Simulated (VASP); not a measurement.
# Cd (P6_3/mmc) in VASP: reference runs

Aim: a first look at Cd with PBE, on the cell as given and on a disturbed one.

Everything below comes from runs of VASP 6.6.1. Logs are shortened: lines on timing, memory, paths and dates and some standing lists are left out, and cuts for length are marked.

### Step 1. Starting point

Symmetry: P6_3/mmc, No. 194, hexagonal system. The conventional cell has a = 2.979 Å, b = 2.979 Å, c = 5.618 Å, α = 90.00°, β = 90.00°, γ = 120.00°. Cd (site symmetry -6m2) is surrounded by 12 Cd at 2.98 to 3.29 Å.

### Step 2. Single point, PBE

INCAR

```
SYSTEM = Cd
  PREC = Accurate
  ENCUT = 520
  EDIFF = 1E-7
  ISMEAR = -1
  SIGMA = 0.05
  LREAL = .False.
  LASPH = .True.
  NELM = 60
  ALGO = Normal
  ISIF = 2
  LWAVE = .False.
  LCHARG = .False.
  GGA = PE
  NBANDS = 19
```

KPOINTS

```
Automatic mesh
0
Gamma
  10 10 5
  0 0 0
```

POSCAR

```
Cd
1.0
    2.9788700000      0.0000000000      0.0000000000
   -1.4894350000      2.5797770946      0.0000000000
    0.0000000000      0.0000000000      5.6176500000
Cd
2
Direct
    0.6666666667      0.3333333333      0.7500000000
    0.3333333333      0.6666666667      0.2500000000
```

Potentials or basis: VASP PAW PBE potentials, release 64 (Cd).

Started as:

```
$ cat potpaw_PBE.64/Cd/POTCAR > POTCAR
$ mpirun -np 1 vasp_std > vasp.out
```

OUTCAR:

```text
SYSTEM = Cd
   PREC = Accurate
   ENCUT = 520
   EDIFF = 1E-7
   ISMEAR = -1
   LREAL = .False.
   LASPH = .True.
   NELM = 60
   ISIF = 2
   GGA = PE

 ion  position               nearest neighbor table
   1  0.667  0.333  0.750-   2 3.29   2 3.29   2 3.29   2 3.29   2 3.29   2 3.29
   2  0.333  0.667  0.250-   1 3.29   1 3.29   1 3.29   1 3.29   1 3.29   1 3.29

  LATTYP: Found a hexagonal cell.
 ALAT       =     2.9788700000
 C/A-ratio  =     1.8858325472

  Lattice vectors:

 A1 = (   2.9788700000,   0.0000000000,   0.0000000000)
 A2 = (  -1.4894350000,   2.5797770946,   0.0000000000)
 A3 = (   0.0000000000,   0.0000000000,   5.6176500000)

Analysis of symmetry for initial positions (statically):
=====================================================================
 Subroutine PRICEL returns:
 Original cell was already a primitive cell.

 Routine SETGRP: Setting up the symmetry group for a
 hexagonal supercell.

 Subroutine GETGRP returns: Found 24 space group operations
 (whereof 12 operations were pure point group operations)
 out of a pool of 24 trial point group operations.

The static configuration has the point symmetry D_3d.
 The point group associated with its full space group is D_6h.

Analysis of symmetry for dynamics (positions and initial velocities):
=====================================================================
 Subroutine PRICEL returns:
 Original cell was already a primitive cell.

 Routine SETGRP: Setting up the symmetry group for a
 hexagonal supercell.

 Subroutine GETGRP returns: Found 24 space group operations
 (whereof 12 operations were pure point group operations)
 out of a pool of 24 trial point group operations.

The dynamic configuration has the point symmetry D_3d.
 The point group associated with its full space group is D_6h.

 Subroutine INISYM returns: Found 24 space group operations
 (whereof 12 operations are pure point group operations),
 and found     1 'primitive' translations

----------------------------------------------------------------------------------------

                                     Primitive cell

  volume of cell :      43.1706

  direct lattice vectors                    reciprocal lattice vectors
     2.978870000  0.000000000  0.000000000     0.335697765  0.193815195  0.000000000
    -1.489435000  2.579777095  0.000000000     0.000000000  0.387630389  0.000000000
     0.000000000  0.000000000  5.617650000     0.000000000  0.000000000  0.178010378

  length of vectors
     2.978870000  2.978870000  5.617650000     0.387630390  0.387630389  0.178010378

  position of ions in fractional coordinates (direct lattice)
     0.666666667  0.333333333  0.750000000
     0.333333333  0.666666667  0.250000000

  ion indices of the primitive-cell ions
   primitive index   ion index
                 1           1
                 2           2

----------------------------------------------------------------------------------------

 KPOINTS: Automatic mesh

Automatic generation of k-mesh.
 Grid dimensions read from file:
 generate k-points for:   10   10    5

 Generating k-lattice:

  Cartesian coordinates                     Fractional coordinates (reciprocal lattice)
     0.033569776  0.019381519  0.000000000     0.100000000  0.000000000  0.000000000
     0.000000000  0.038763039  0.000000000     0.000000000  0.100000000  0.000000000
     0.000000000  0.000000000  0.035602076     0.000000000  0.000000000  0.200000000

  Length of vectors
     0.038763039  0.038763039  0.035602076

  Shift w.r.t. Gamma in fractional coordinates (k-lattice)
     0.000000000  0.000000000  0.000000000

 Subroutine IBZKPT returns following result:
 ===========================================

 Found     42 irreducible k-points:

 Following reciprocal coordinates:
            Coordinates               Weight
  0.000000  0.000000  0.000000      1.000000
  0.100000  0.000000  0.000000      6.000000
  0.200000  0.000000  0.000000      6.000000
  0.300000  0.000000  0.000000      6.000000
  0.400000 -0.000000  0.000000      6.000000
  0.500000  0.000000  0.000000      3.000000
[... 34 lines left out ...]
  0.400000  0.200000  0.400000     12.000000
  0.300000  0.300000  0.400000     12.000000
   k-points           NKPTS =     42   k-points in BZ     NKDIM =     42   number of bands    NBANDS=     19
   number of dos      NEDOS =    301   number of ions     NIONS =      2
   total plane-waves  NPLWV =  24192
   dimension x,y,z NGX =    24 NGY =   24 NGZ =   42
   dimension x,y,z NGXF=    48 NGYF=   48 NGZF=   84
   ions per type =               2
   NGX,Y,Z   is equivalent  to a cutoff of  13.39, 13.39, 12.43 a.u.
   NGXF,Y,Z  is equivalent  to a cutoff of  26.79, 26.79, 24.86 a.u.
 SYSTEM =  Cd
   PREC   = accura    normal or accurate (medium, high low for compatibility)
   ISTART =      0    job   : 0-new  1-cont  2-samecut
   ICHARG =      2    charge: 1-file 2-atom 10-const
   ISPIN  =      1    spin polarized calculation?
   LNONCOLLINEAR =      F non collinear calculations
   LSORBIT =      F    spin-orbit coupling
   LASPH  =      T    aspherical Exc in radial PAW
   ENCUT  =  520.0 eV  38.22 Ry    6.18 a.u.   5.54  5.54 10.45*2*pi/ulx,y,z
   NELM   =     60;   NELMIN=  2; NELMDL= -5     # of ELM steps
   EDIFF  = 0.1E-06   stopping-criterion for ELM
   LREAL  =      F    real-space projection
   EDIFFG = 0.1E-05   stopping-criterion for IOM
   NSW    =      0    number of steps for IOM
   IBRION =     -1    ionic relax: 0-MD 1-quasi-New 2-CG
   NFREE  =      0    steps in history (QN), initial steepest desc. (CG)
   ISIF   =      2    stress and relaxation
   ISYM   =      2    0-nonsym 1-usesym 2-fastsym
   POTIM  = 0.5000    time-step for ionic-motion
   TEBEG  =    0.0;   TEEND  =   0.0 temperature during run
   PSTRESS=    0.0 pullay stress
   NELECT =      24.0000    total number of electrons
   NUPDOWN=      -1.0000    fix difference up-down
   EMIN   =  10.00;   EMAX   =-10.00  energy-range for DOS
   EFERMI =   0.00;   METHOD = LEGACY
   ISMEAR =    -1;   SIGMA  =   0.05  broadening in eV -4-tet -1-fermi 0-gaus
   EFERMI_NEDOS =   21; number of points for ismear=-14 and -15
   IALGO  =     38    algorithm
   IMIX   =      4    mixing-type and parameters
     AMIX     =   0.40;   BMIX     =  1.00
     AMIX_MAG =   1.60;   BMIX_MAG =  1.00
  volume/ion in A,a.u.               =      21.59       145.66
  Fermi-wavevector in a.u.,A,eV,Ry     =   1.346116  2.543790 24.654136  1.812028
  Thomas-Fermi vector in A             =   2.473974
   LORBIT       =      0    0 simple, 1 ext, 2 COOP (PROOUT), +10 PAW based schemes
   GGA     = PE    functional components
   LHFCALC =     F    Hartree Fock is set to
   AEXX    =    0.0000 exact exchange contribution
   IVDW    =     0    specifies the selected vdW correction
   LEPSILON=     F    determine dielectric tensor
   LRPA    =     F    only Hartree local field effects (RPA)
 non-spin polarized calculation
  energy-cutoff  :      520.00
  volume of cell :       43.17
 maximum number of plane-waves:      1185
 NGX is ok and might be reduce to    24
   NGX = 11   NGY = 11   NGZ = 21

 number of electron      23.9999993 magnetization

 Free energy of the ion-electron system (eV)
  ---------------------------------------------------
  ext. energy  EPLUGINS =         0.00000000
  ---------------------------------------------------
  free energy    TOTEN  =        -1.48170547 eV

  energy without entropy =       -1.47955609  energy(sigma->0) =       -1.48063078

 E-fermi :   2.8542     XC(G=0): -11.0331

 val. band max:        2.6657369206   @ k =   0.3000   0.2000   0.2000
 cond. band min:       2.8634300105   @ k =   0.3000   0.0000   0.0000
 fundamental gap:      0.1976930899
 Fermi energy:         2.8541966996

 k-point     1 :       0.0000    0.0000    0.0000
  band No.  band energies     occupation
      1      -6.9164      2.00000
      2      -6.6501      2.00000
      3      -6.2833      2.00000
      4      -6.2833      2.00000
      5      -6.2322      2.00000
      6      -6.2322      2.00000
[... 11 lines left out ...]
     18      17.8633      0.00000
     19      18.7089      0.00000

 k-point     2 :       0.1000    0.0000    0.0000
  band No.  band energies     occupation
      1      -6.8193      2.00000
      2      -6.5666      2.00000
      3      -6.3179      2.00000
      4      -6.2635      2.00000
      5      -6.1920      2.00000
      6      -6.1442      2.00000
[... 11 lines left out ...]
     18      17.7859      0.00000
     19      19.1084      0.00000

 k-point     3 :       0.2000    0.0000    0.0000
  band No.  band energies     occupation
      1      -6.7277      2.00000
      2      -6.4879      2.00000
      3      -6.3731      2.00000
      4      -6.1717      2.00000
      5      -6.0905      2.00000
      6      -5.9453      2.00000
[... 11 lines left out ...]
     18      16.1196      0.00000
     19      16.5033      0.00000

 k-point     4 :       0.3000    0.0000    0.0000
  band No.  band energies     occupation
      1      -6.8615      2.00000
      2      -6.6534      2.00000
      3      -6.4021      2.00000
      4      -6.1627      2.00000
      5      -6.0418      2.00000
      6      -5.9558      2.00000
[... 11 lines left out ...]
     18      16.0407      0.00000
     19      16.6431      0.00000

 k-point     5 :       0.4000   -0.0000    0.0000
  band No.  band energies     occupation
      1      -7.0035      2.00000
      2      -6.8016      2.00000
      3      -6.6254      2.00000
      4      -6.1756      2.00000
      5      -6.0199      2.00000
      6      -6.0011      2.00000
[... 11 lines left out ...]
     18      15.7865      0.00000
     19      16.2573      0.00000
[... 686 lines left out ...]
      2      -6.7051      2.00000
      3      -6.5482      2.00000
      4      -6.4667      2.00000
      5      -5.9229      2.00000
      6      -5.8228      2.00000
[... 11 lines left out ...]
     18      12.2187      0.00000
     19      16.1787      0.00000

 k-point    38 :       0.4000    0.1000    0.4000
  band No.  band energies     occupation
      1      -6.8591      2.00000
      2      -6.8121      2.00000
      3      -6.6456      2.00000
      4      -6.5498      2.00000
      5      -5.9506      2.00000
      6      -5.7855      2.00000
[... 11 lines left out ...]
     18      11.7697      0.00000
     19      14.9786      0.00000

 k-point    39 :       0.2000    0.2000    0.4000
  band No.  band energies     occupation
      1      -6.5743      2.00000
      2      -6.5280      2.00000
      3      -6.4404      2.00000
      4      -6.3676      2.00000
      5      -6.1445      2.00000
      6      -6.0507      2.00000
[... 11 lines left out ...]
     18      11.0716      0.00000
     19      17.4987      0.00000

 k-point    40 :       0.3000    0.2000    0.4000
  band No.  band energies     occupation
      1      -6.6161      2.00000
      2      -6.5484      2.00000
      3      -6.5081      2.00000
      4      -6.4312      2.00000
      5      -6.0939      2.00000
      6      -5.9170      2.00000
[... 11 lines left out ...]
     18      12.0869      0.00000
     19      15.4247      0.00000

 [... further k-points ...]

------------------------ aborting loop because EDIFF is reached ----------------------------------------

  FORCE on cell =-STRESS in cart. coord.  units (eV):
  Direction    XX          YY          ZZ          XY          YZ          ZX
  --------------------------------------------------------------------------------------
  -------------------------------------------------------------------------------------
  Total        1.0416149      1.0416149      0.5108091      0.0000000     -0.0000000      0.0000000
  in kB       38.6571085     38.6571085     18.9574893      0.0000000     -0.0000000      0.0000000
  external PRESSURE =      32.0905688 kB  Pullay stress =       0.0000000 kB

 VOLUME and BASIS-vectors are now :
 -----------------------------------------------------------------------------
  energy-cutoff  :      520.00
  volume of cell :       43.17
      direct lattice vectors                 reciprocal lattice vectors
     2.978870000  0.000000000  0.000000000     0.335697765  0.193815195  0.000000000
    -1.489435000  2.579777095  0.000000000     0.000000000  0.387630389  0.000000000
     0.000000000  0.000000000  5.617650000     0.000000000  0.000000000  0.178010378

 POSITION                                       TOTAL-FORCE (eV/Angst)
 -----------------------------------------------------------------------------------
      1.48944      0.85993      4.21324        -0.000000     -0.000000     -0.000000
     -0.00000      1.71985      1.40441         0.000000      0.000000      0.000000
 -----------------------------------------------------------------------------------
    total drift:                               -0.000000      0.000000      0.000000

  FREE ENERGIE OF THE ION-ELECTRON SYSTEM (eV)
  ---------------------------------------------------
  free  energy   TOTEN  =        -1.4817054701 eV

  energy  without entropy=       -1.4795560898  energy(sigma->0) =       -1.48063078
```

Run time: 13 s. Hardware: 1 thread of Intel Xeon Platinum 8488C (Sapphire Rapids), shared host; peak memory 0.17 GiB.

What came out:

```yaml
Free_energy: -1.4817 eV
Pressure: 3.2 GPa
Band_gap_on_the_k_mesh: none (metal or under the smearing width)
```

Stress tensor (GPa, compression positive):
```
3.87 0.00 0.00
0.00 3.87 0.00
0.00 0.00 1.90
```

### Step 3. Single point, PBE (atoms moved at random, drawn with an rms of 0.05 Å)

INCAR

```
SYSTEM = Cd
ALGO = Normal
EDIFF = 1E-7
ENCUT = 520
GGA = PE
ISIF = 2
ISMEAR = -1
LASPH = .TRUE.
LCHARG = .FALSE.
LREAL = .FALSE.
LWAVE = .FALSE.
NBANDS = 19
NELM = 80
PREC = Accurate
SIGMA = 0.05
```

KPOINTS

```
k-points
0
G
  10 10 5
  0 0 0
```

POSCAR

```
Cd
1.0
    2.9788700000      0.0000000000      0.0000000000
   -1.4894350000      2.5797770946      0.0000000000
    0.0000000000      0.0000000000      5.6176500000
Cd
2
Direct
    0.6558780000      0.3294790000      0.7612670000
    0.3121480000      0.6811190000      0.2579970000
```

Potentials or basis: VASP PAW PBE potentials, release 64 (Cd).

Started as:

```
$ cat potpaw_PBE.64/Cd/POTCAR > POTCAR
$ mpirun -np 1 vasp_std > vasp.out
```

Wall time 85 s (1 thread of Intel Xeon Platinum 8488C (Sapphire Rapids), shared host); peak memory 0.28 GiB.

It converged, with:

```yaml
Free_energy: -1.4805 eV
Pressure: 3.2 GPa
Largest_force: 0.042 eV/Å
Band_gap_on_the_k_mesh: none (metal or under the smearing width)
```

Forces in eV/Å, atoms in the order of the input:
```
Cd  -0.017  0.015 -0.035
Cd   0.017 -0.015  0.035
```

Stress tensor (GPa, compression positive):
```
 3.94 -0.07  0.01
-0.07  3.83 -0.01
 0.01 -0.01  1.93
```

Levels at points of the mesh, in eV from the Fermi level:
| k point | band 9 | band 10 | band 11 | band 12 | band 13 | band 14 | band 15 | band 16 |
| --- | --- | --- | --- | --- | --- | --- | --- | --- |
| (0.00, 0.00, 0.00) | -8.60 | -8.39 | -8.35 | -2.92 | -2.91 | 10.69 | 14.56 | 14.90 |
| (0.50, 0.00, 0.00) | -8.10 | -8.08 | -2.20 | -1.74 | 2.15 | 3.22 | 3.27 | 5.30 |
| (0.00, 0.50, 0.00) | -8.10 | -8.07 | -2.20 | -1.75 | 2.18 | 3.24 | 3.26 | 5.25 |
| (0.50, 0.50, 0.00) | -8.10 | -8.08 | -2.25 | -1.67 | 2.02 | 2.99 | 3.41 | 5.56 |
